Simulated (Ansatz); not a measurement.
# Sb2Se3 quintuple layer monolayer in a perpendicular field, part 2 of 2

What dipole does a perpendicular field induce in the Sb2Se3 quintuple layer monolayer, and does the gap follow? A positive field points along +c.

Ansatz 0.2.0; plane-wave DFT, PBE-D3(BJ), Ansatz PAW (set soft_1); PAW set soft_1.

So far. Step 2 (Relaxation): The lattice constant a goes from 4.070 to 4.007 Å.

## (3) Single point, field 0

A sawtooth potential applies the field, turning back in the middle of the vacuum. With the dipole correction the typed value is the field outside the slab. The induced dipole is small, so the SCF threshold is tight.

The cell differs from the one that the last finished run ended in (c 45.400 → 24.892 Å).

Input file input.yaml:

```yaml
crystal:
  lattice:
    - [4.0073985427, 0.0, 0.0]
    - [-2.0036992713, 3.4705089411, 0.0]
    - [0.0, 0.0, 24.8919410079]
  atoms:
    - { symbol: Se, position: [0.3333333333, 0.6666666667, 0.3615628045] }
    - { symbol: Sb, position: [0.6666666667, 0.3333333333, 0.4244240328] }
    - { symbol: Se, position: [0.0, 0.0, 0.5] }
    - { symbol: Sb, position: [0.3333333333, 0.6666666667, 0.5755759672] }
    - { symbol: Se, position: [0.6666666667, 0.3333333333, 0.6384371955] }
kpoints:
  mp_grid: { grid: [12, 12, 1] }
  band_path:
    path: [[0, 0, 0], [0.5, 0, 0], [0.33333333, 0.33333333, 0], [0, 0, 0]]
    npoints: 16
hamiltonian:
  xc: pbe
  dispersion: d3bj
  pseudopotentials: { kind: paw, azcp: { folder: soft_1 } }
scf:
  occupations: { method: fermi_dirac, width: 0.02585 }
  convergence: { dr2_threshold: 1.0e-10 }
efield:
  axis: 3
  dipole_correction: true
  ramp_position: 0.97
  ramp_width: 0.06
  amplitude: 0
output:
  dos: { projected: true, e_range: [-6, 5] }
  write_potential: true
  write_density: true
  volumetric_format: npy
  elf: true
```

Started as:

```bash
ansatz run input.yaml --threads 2 --pin off --max-ram 3072MiB --backend cpu --events-out ev --progress --plain --runs-dir out
```

Numbers of over 12 decimals in the logs are rounded to 6 here.

The log of the run:

```text
[...]
Crystal: 5 atoms, lattice volume = 346.190 Å³
Basis set: ecut = 420 eV, 6839 PW (Γ)
Bands: 47, of which v1, the nominal top of the filled ones, is band 39 counted from 1 (38 counted from 0)
Symmetry: 6 space group operations
k-points: 19 of 144 (time reversal used)
[...]
SCF iter   1: F=—  HF=-29379.865415 eV  |F-HF|=—  |Δ(HF+E_count)|=         —  Δρ=1.76e-2  dr2=2.45e0  ethr=3.10e-3  p=-0.000 e·Å  D=-3.52e-14 V/Å  ΔV_dip=0.00 eV  dr2_dipole=2.23e-9  V_vac-E_F(+/−)=5.17/5.17 eV  ⟨swp⟩=9.2  Hψ=3920  notcnv=0
efield: sawtooth ramp at fractional position 0.9700 (set: `efield.ramp_position`, or a place that a band, a saddle search or an elastic batch's reference lends), width 0.0600; the density the first Hamiltonian is built on has a dipole p = -0.000 e·Å; the dipole correction subtracts the counter field D = -3.52e-14 V/Å, which shifts the + side's vacuum level by +0.00 eV against the − side's; the planar-averaged density in the ramp window peaks in size at 4.4e-6 e/Å³
[...]
SCF iter   2: F=—  HF=-29379.420037 eV  |F-HF|=—  |Δ(HF+E_count)|=   4.45e-1  Δρ=7.87e-3  dr2=1.04e0  ethr=3.10e-3  p=-0.000 e·Å  D=-1.00e-5 V/Å  ΔV_dip=0.00 eV  dr2_dipole=1.68e-7  V_vac-E_F(+/−)=5.61/5.61 eV  ⟨swp⟩=3.0  Hψ=1441  notcnv=0  defer=27
[...]
SCF iter  13: F=-29379.319522 eV  HF=-29379.319522 eV  |F-HF|=4.37e-11  |Δ(HF+E_count)|=  3.71e-10  Δρ=1.29e-7  dr2=6.08e-11  ethr=1.00e-12  p=0.000 e·Å  D=3.28e-8 V/Å  ΔV_dip=-0.00 eV  dr2_dipole=1.33e-13  V_vac-E_F(+/−)=5.08/5.08 eV  ⟨swp⟩=11.1  Hψ=3251  notcnv=0
SCF 1 converged in 13 iterations: F = -29379.319522 eV  dr2 = 6.08e-11
[...]
NSCF: frozen V_eff on 49 k-points
efield: sawtooth ramp at fractional position 0.9700 (kept from the solve that this one continues, or follows in the run), width 0.0600; the density the first Hamiltonian is built on has a dipole p = 0.000 e·Å; the dipole correction subtracts the counter field D = 3.28e-8 V/Å, which shifts the + side's vacuum level by -0.00 eV against the − side's; the planar-averaged density in the ramp window peaks in size at 4.5e-6 e/Å³
WARN: The output density's exchange-correlation potential varies sharply where the density is thin. Do not read a vacuum level from v_tot or v_xc, or from such a field of the output density. On a cell that repeats whose density bears no net charge and no dipole along the vacuum's axis use v_es (v_loc + v_h of the components); under efield.dipole_correction with no amplitude use v_es + v_field, which holds any externa [...]
SCF converged after 13 iterations
Free energy (F): -29379.319522 eV
[...]
Internal energy: -29379.319521 eV  (E = F + TS)
E sigma→0 (E₀):  -29379.319521 eV
Entropy (-TS):   -0.000000 eV (-0.000 meV/atom)
Fermi energy:    0.342868 eV
Dipole field:    D = 0.000000 V/Å  (p = 0.000001 e·Å, saw-weighted, corrected)
Work function:   Φ+ = 5.0772 eV   Φ− = 5.0772 eV
Levels:          The Fermi level and band energies are counted from a zero that moves with the ramp; work functions are not
[...]
--- Band table (eV; the first three rows and the last of 19) ---
  k-point 0: bands = [... 35 lower, -1.1719, -1.1719, -1.0543, -0.2851, 0.6101, 1.5788, 1.5788, 2.4729, ... 4 higher]
  k-point 1: bands = [... 35 lower, -1.6193, -1.1104, -0.6132, -0.0172, 1.0018, 1.4565, 1.6978, 2.4660, ... 4 higher]
  k-point 2: bands = [... 35 lower, -1.8798, -1.0883, -0.5158, -0.1243, 1.3163, 1.9524, 2.0657, 2.5580, ... 4 higher]
  k-point 18: bands = [... 35 lower, -2.9101, -1.9850, -0.6165, -0.6165, 1.7774, 2.7106, 2.7106, 3.9633, ... 4 higher]
```

Elapsed: 43 s, on 2 threads of Arm Neoverse V1, shared host; peak memory 0.82 GiB.

The column dr2 measures how far the density is from self-consistency, as an energy; F and HF (Harris–Foulkes) agree once it is small.

This step gave:

* dipole along the normal: 7.77e-7 e·Å
* gap along the path: 0.6041 eV
* smallest direct gap along the path: 0.8952 eV
* ionisation energy, upper face: 5.414 eV
* electron affinity, upper face: 4.810 eV
* gap, the smaller of path and mesh: 0.6041 eV

Running mean over a fixed 2.6 Å (it still follows the layers) of the planar mean; the ramp of the sawtooth is left out. Table of electron's electrostatic potential energy less the Fermi level by z:

| z (Å) | electron's electrostatic potential energy less the Fermi level (eV) |
| --- | --- |
| 3.5 | 5.08 |
| 4.0 | 5.08 |
| 4.5 | 5.08 |
| 5.0 | 5.08 |
| 5.5 | 5.07 |
| 6.0 | 5.04 |
| 6.5 | 4.93 |
| 7.0 | 4.44 |
| 7.5 | 3.36 |
| 8.0 | 2.10 |
| 8.5 | 0.414 |
| 9.0 | -1.73 |
| 9.5 | -3.90 |
| 10.0 | -4.97 |
| 10.5 | -5.10 |
| 11.0 | -4.78 |
| 11.5 | -3.89 |
| 12.0 | -2.67 |
| 12.5 | -2.02 |
| 13.0 | -2.95 |
| 13.5 | -4.11 |
| 14.0 | -4.91 |
| 14.5 | -5.10 |
| 15.0 | -4.85 |
| 15.5 | -3.50 |
| 16.0 | -1.23 |
| 16.5 | 0.819 |
| 17.0 | 2.40 |
| 17.5 | 3.61 |
| 18.0 | 4.61 |
| 18.5 | 4.97 |
| 19.0 | 5.05 |
| 19.5 | 5.07 |
| 20.0 | 5.08 |
| 20.5 | 5.08 |
| 21.0 | 5.08 |
| 21.5 | 5.08 |

The density of states has structure finer than the step of the table below, so its rows give means over 0.2 eV, whole bins alone (the curve runs from -6 to 2.24 eV). Peaks (eV: height): -2.20: 8.05, -2.00: 33.5, -1.81: 7.11, -1.70: 6.53, 1.53: 11.3, 1.64: 13.5, 2.19: 13.2.

The density of states by energy, zero at the Fermi level of the run, which the smearing sets inside the gap; means over each step:

energy (eV), density of states (states/eV a cell) and a bar:
```
     -5.8        0.5 ##
     -5.6        1.8 ######
     -5.4        1.7 ######
     -5.2        1.2 ####
     -5.0        1.7 ######
     -4.8        1.6 ######
     -4.6        2.1 ########
     -4.4        3.0 ###########
     -4.2        4.4 ################
     -4.0        4.0 ##############
     -3.8        4.1 ###############
     -3.6        3.9 ##############
     -3.4        4.5 ################
     -3.2        4.7 #################
     -3.0        4.9 #################
     -2.8        3.9 ##############
     -2.6        3.9 ##############
     -2.4        2.7 ##########
     -2.2        3.9 ##############
     -2.0        8.4 ##############################
     -1.8        3.7 #############
     -1.6        3.9 ##############
     -1.4        2.2 ########
     -1.2        2.1 ########
     -1.0        2.2 ########
     -0.8        4.2 ###############
     -0.6        3.3 ############
     -0.4        3.5 #############
     -0.2        0.0 
      0.0        0.0 
      0.2        0.0 
      0.4        0.1 
      0.6        0.2 #
      0.8        0.4 #
      1.0        2.3 ########
      1.2        3.0 ###########
      1.4        4.0 ##############
      1.6        7.4 ##########################
      1.8        3.3 ############
      2.0        2.7 ##########
```

Projected DOS per atom over height of the atomic layer and energy from the Fermi level. Layers: Se Sb Se Sb Se from below.

Ten even steps from '_' (0.00 states/eV) to '@' (1.56 states/eV), each cell a mean:
```
++%%__%%++
++@@__@@++
==##..##==
..--__--..
__________
__________
__________
**::++::**
==::++::==
--..==..--
++__@@__++
@@..%%..@@
++::::::++
##------##
%%++==++%%
++==++==++
++======++
====++====
..::--::..
..::--::..
..::--::..
____..____
```
Columns: height of the atomic layer (Å) from 9 to 15.9 (not evenly spaced); rows upwards: energy from the Fermi level (eV) from -5.96 to 2.23.

The electronic bands at the labelled points (eV, zero at the Fermi level of the run, which the smearing sets inside the gap):

| point | band 36 | band 37 | band 38 | band 39 | band 40 | band 41 | band 42 | band 43 |
| --- | --- | --- | --- | --- | --- | --- | --- | --- |
| Γ | -1.51 | -1.51 | -1.40 | -0.63 | 0.27 | 1.24 | 1.24 | 2.13 |
| halfway | -2.18 | -1.62 | -1.50 | -0.35 | 0.92 | 1.81 | 2.13 | 2.70 |
| M | -2.62 | -1.99 | -1.71 | -0.96 | 0.94 | 1.91 | 1.96 | 2.93 |
| halfway | -3.11 | -2.04 | -1.41 | -0.69 | 1.55 | 1.64 | 2.33 | 3.34 |
| K | -3.25 | -2.33 | -0.96 | -0.96 | 1.43 | 2.37 | 2.37 | 3.62 |
| halfway | -2.52 | -1.78 | -0.80 | -0.62 | 1.41 | 1.66 | 2.17 | 2.61 |
| Γ | -1.51 | -1.51 | -1.40 | -0.63 | 0.27 | 1.24 | 1.24 | 2.13 |

ELF in the ca plane at fractional y = 0.333, with atoms of Sb and Se within 0.2 Å of it. It is the smooth field of the valence electrons, not physical close to the nuclei.

Ten even steps from '0' (0.00) to '9' (0.84), each cell a mean:
```
00000000000000001234444444433442222357888874
00000000000000000011234434543111001478889997
00000000000000000000234201353100002578447998
00000000000000000000133110354100002577216998
00000000000000000000234211453100001578558998
00000000000000000012334434542211112478889986
00000000000000001345554444433443223357888864
00000000000000013577765332236775334444444321
00000000000000024688876311247886444432110000
00000000000000024688875311247886444433211000
00000000000000013567765433235765334444555431
```
Columns run along c (16.0 Å, from fractional 0.07 to 0.71 of the cell), rows up along a (4.0 Å). Atoms in or near the plane, at fractional coordinates: Sb at (0.42, 0.67), Se at (0.64, 0.67).

Valence density in the ca plane at fractional y = 0.333, with atoms of Sb and Se within 0.2 Å of it. It is the smooth field of the valence electrons, not physical close to the nuclei.

Values in e/Å³, 6 rows by 16 columns, each cell a mean:
```
 0  0  0  0  0  0  0  0  1  1  0  0  0  0  1  0
 0  0  0  0  0  0  0  0  5  5  0  0  0  2 17  0
 0  0  0  0  0  0  0  0  4  4  0  0  0  1  9  0
 0  0  0  0  0  0  0  0  0  0  0  0  0  0  0  0
 0  0  0  0  0  0  0  0  0  0  0  0  0  0  0  0
 0  0  0  0  0  0  0  0  0  0  0  0  0  0  0  0
```
Columns run along c (16.0 Å, from fractional 0.07 to 0.71 of the cell), rows up along a (4.0 Å). Atoms in or near the plane, at fractional coordinates: Sb at (0.42, 0.67), Se at (0.64, 0.67).

Electrostatic potential energy in the ca plane at fractional y = 0.333, with atoms of Sb and Se within 0.2 Å of it. With pseudopotentials it is smooth inside the atoms' cores, unlike the true potential.

Values in eV, 6 rows by 16 columns, each cell a mean:
```
  5   5   5   5   5   5   5   1 -15 -14   2   3   1  -4  -9   3
  5   5   5   5   5   5   5  -1 -30 -30  -1   4   3  -9  -4  -2
  5   5   5   5   5   5   5   0 -28 -28   0   4   3  -9  -9  -1
  5   5   5   5   5   5   4   2  -8  -7   2   3   0  -2  -4   4
  5   5   5   5   5   5   3   0   2   2   0   0  -4  -1   4   5
  5   5   5   5   5   5   4   0   1   1   1   1  -3  -1   3   5
```
Columns run along c (16.0 Å, from fractional 0.07 to 0.71 of the cell; values clipped at the 3rd and 97th percentile), rows up along a (4.0 Å). Atoms in or near the plane, at fractional coordinates: Sb at (0.42, 0.67), Se at (0.64, 0.67).

The gap is 0.60 eV, with the valence edge 5.41 eV and the conduction edge 4.81 eV under the upper vacuum level. Spin-orbit coupling, left out in this run, matters for the bands of elements this heavy.

## (4) Atoms held, field 0.1 V/Å

Changes to input.yaml since step 3:

```diff
@@ -26,7 +26,6 @@
   dipole_correction: true
-  ramp_position: 0.97
-  ramp_width: 0.06
-  amplitude: 0
+  ramp_position: 0.9558
+  ramp_width: 0.0884
+  amplitude: 0.1
 output:
-  dos: { projected: true, e_range: [-6, 5] }
   write_potential: true
@@ -34,2 +33 @@
   volumetric_format: npy
-  elf: true
```

The log of the run:

```text
[...]
Crystal: 5 atoms, lattice volume = 346.190 Å³
Basis set: ecut = 420 eV, 6839 PW (Γ)
Bands: 47, of which v1, the nominal top of the filled ones, is band 39 counted from 1 (38 counted from 0)
Symmetry: 6 space group operations
k-points: 19 of 144 (time reversal used)
[...]
k-point 0: bands = [... 35 lower, -1.1723, -1.1723, -1.0549, -0.2854, 0.6097, 1.5783, 1.5783, 2.4725, ... 4 higher]
  k-point 1: bands = [... 35 lower, -1.6197, -1.1108, -0.6138, -0.0176, 1.0013, 1.4560, 1.6973, 2.4655, ... 4 higher]
  k-point 2: bands = [... 35 lower, -1.8802, -1.0887, -0.5164, -0.1248, 1.3158, 1.9519, 2.0651, 2.5575, ... 4 higher]
  k-point 18: bands = [... 35 lower, -2.9050, -1.9854, -0.6172, -0.6166, 1.7769, 2.7086, 2.7115, 3.9629, ... 4 higher]
[key lines of the parts left out:]
SCF converged after 16 iterations
Free energy (F): -29379.322953 eV
Fermi energy:    0.342459 eV
Dipole field:    D = 0.035867 V/Å  (p = 0.068619 e·Å, saw-weighted, corrected)
```

The job ended after 45 s (2 threads; peak memory 0.7 GiB; 88 s of CPU time).

The dipole is 0.0686 e·Å, and the gap 0.604 eV.

## (5) Single point, field -0.1 V/Å

Changes to input.yaml since step 4:

```diff
@@ -28,3 +28,3 @@
   ramp_width: 0.0884
-  amplitude: 0.1
+  amplitude: -0.1
 output:
```

The log of the run:

```text
[...]
Crystal: 5 atoms, lattice volume = 346.190 Å³
Basis set: ecut = 420 eV, 6839 PW (Γ)
Bands: 47, of which v1, the nominal top of the filled ones, is band 39 counted from 1 (38 counted from 0)
Symmetry: 6 space group operations
k-points: 19 of 144 (time reversal used)
[...]
k-point 0: bands = [... 35 lower, -1.1723, -1.1723, -1.0549, -0.2854, 0.6097, 1.5783, 1.5783, 2.4725, ... 4 higher]
  k-point 1: bands = [... 35 lower, -1.6197, -1.1108, -0.6138, -0.0176, 1.0013, 1.4560, 1.6973, 2.4655, ... 4 higher]
  k-point 2: bands = [... 35 lower, -1.8802, -1.0887, -0.5164, -0.1248, 1.3158, 1.9519, 2.0651, 2.5575, ... 4 higher]
  k-point 18: bands = [... 35 lower, -2.9050, -1.9854, -0.6172, -0.6166, 1.7769, 2.7086, 2.7115, 3.9629, ... 4 higher]
[key lines of the parts left out:]
SCF converged after 15 iterations
Free energy (F): -29379.322953 eV
Fermi energy:    0.342460 eV
Dipole field:    D = -0.035869 V/Å  (p = -0.068624 e·Å, saw-weighted, corrected)
```

Run time: 44 s. Hardware: 2 threads; peak memory 0.7 GiB; 87 s of CPU time.

The dipole is -0.0686 e·Å, and the gap 0.604 eV.

## (6) Response, atoms held

This step: plane-wave DFT, PBE-D3(BJ), Ansatz PAW (set soft_1); response to a field along the normal, atoms held; PAW set soft_1 (Ansatz 0.2.0).

The dipoles give the slope, and the difference of two potentials shows where the field is screened.

Numbers from this step:

- equivalent conductor thickness p/(ε₀AE): 8.928 Å
- distance between the outer atoms: 6.892 Å

The dipole of the cell by applied field:

| applied field (V/Å) | dipole of the cell (e·Å) |
| --- | --- |
| -0.1000 | -0.0686 |
| 0.0000 | 7.8e-7 |
| 0.1000 | 0.0686 |

Local field over the applied field, running mean. From the potentials at -0.1 and 0.1 V/Å; running mean over 2.5 Å. Local field over applied field against z:

| z (Å) | local field over applied field |
| --- | --- |
| 4.5 | 0.999 |
| 5.0 | 0.996 |
| 5.5 | 0.988 |
| 6.0 | 0.966 |
| 6.5 | 0.915 |
| 7.0 | 0.810 |
| 7.5 | 0.657 |
| 8.0 | 0.482 |
| 8.5 | 0.305 |
| 9.0 | 0.154 |
| 9.5 | 0.0630 |
| 10.0 | 0.0269 |
| 10.5 | 0.0167 |
| 11.0 | 0.0195 |
| 11.5 | 0.0265 |
| 12.0 | 0.0276 |
| 12.5 | 0.0267 |
| 13.0 | 0.0279 |
| 13.5 | 0.0253 |
| 14.0 | 0.0180 |
| 14.5 | 0.0176 |
| 15.0 | 0.0317 |
| 15.5 | 0.0767 |
| 16.0 | 0.183 |
| 16.5 | 0.343 |
| 17.0 | 0.521 |
| 17.5 | 0.693 |
| 18.0 | 0.838 |
| 18.5 | 0.930 |
| 19.0 | 0.973 |
| 19.5 | 0.990 |
| 20.0 | 0.997 |
| 20.5 | 0.999 |

Electrons, planar mean, per unit field. The induced electron density by z:

z (Å), induced electron density (e/Å³ per V/Å) and a bar from the least value:
```
      4.5    0.00001 ###############
      5.0    0.00002 ###############
      5.5    0.00005 ###############
      6.0    0.00016 ################
      6.5    0.00043 #################
      7.0    0.00109 ####################
      7.5    0.00235 #########################
      8.0    0.00341 ##############################
      8.5    0.00208 ########################
      9.0    0.00100 ###################
      9.5    0.00073 ##################
     10.0   -0.00019 ##############
     10.5   -0.00051 #############
     11.0    0.00003 ###############
     11.5    0.00011 ###############
     12.0    0.00010 ###############
     12.5   -0.00003 ###############
     13.0   -0.00010 ##############
     13.5   -0.00010 ##############
     14.0    0.00004 ###############
     14.5    0.00057 #################
     15.0   -0.00003 ###############
     15.5   -0.00078 ###########
     16.0   -0.00118 ##########
     16.5   -0.00249 ####
     17.0   -0.00333 
     17.5   -0.00204 ######
     18.0   -0.00089 ###########
     18.5   -0.00035 #############
     19.0   -0.00013 ##############
     19.5   -0.00004 ###############
     20.0   -0.00001 ###############
     20.5    0.00000 ###############
```

The smaller of the gaps on the path and on the k-mesh, counted as 0 under 0.03 eV. The gap stays at 0.604 eV for applied field from -0.1 to 0.1 V/Å.

By hand: between -0.1 and 0.1 V/Å the dipole changes by 0.1372 e·Å, a slope of 0.6862 e·Å²/V. A perfect conductor of thickness t has p = ε₀AEt, so t = 180.95 × 0.6862 / 13.908 = 8.93 Å (e/ε₀ = 180.95 V·Å, A in Å²).

The induced dipole is that of a conductor 8.93 Å thick.

## (7) Summary of results

```yaml
gap_without_field: 0.604 eV
ionisation_energy_upper_face: 5.41 eV
electron_affinity_upper_face: 4.81 eV
equivalent_conductor_thickness_atoms_held: 8.93 Å
```

What this shows: The induced dipole equals that of a perfect conductor 8.93 Å thick, while the outer atoms lie 6.89 Å apart; an out-of-plane ε follows only once a thickness t is chosen, by 1 − 1/ε = 8.93 Å / t. The gap stays within 0.01 eV of 0.60 eV over the fields run, up to 0.1 V/Å in size. Semilocal functionals give gaps that are too small, and excitons are not included. Spin-orbit coupling is left out, which matters for the bands of elements this heavy.

[Logs are printed without paths, hosts, clocks, repeated set-up lines and the standing remarks that a program may print on its own settings, such as how far it seeks lower states.]

[Hosts, paths, dates, database ids (printed as entryN), source tags and the programs' standing remarks are cut or masked in the printed files.]

[Maps of the electrostatic potential energy from Ansatz leave out the sawtooth potential of an applied field or a dipole correction, so their vacuum need not be flat; planar profiles and work functions include it.]

[The density of states shown here was stored with 400 of the rows of the run's finer table, so its peaks can read low, often by over a quarter, or be missed, and its means over a window can be off by a tenth or more.]
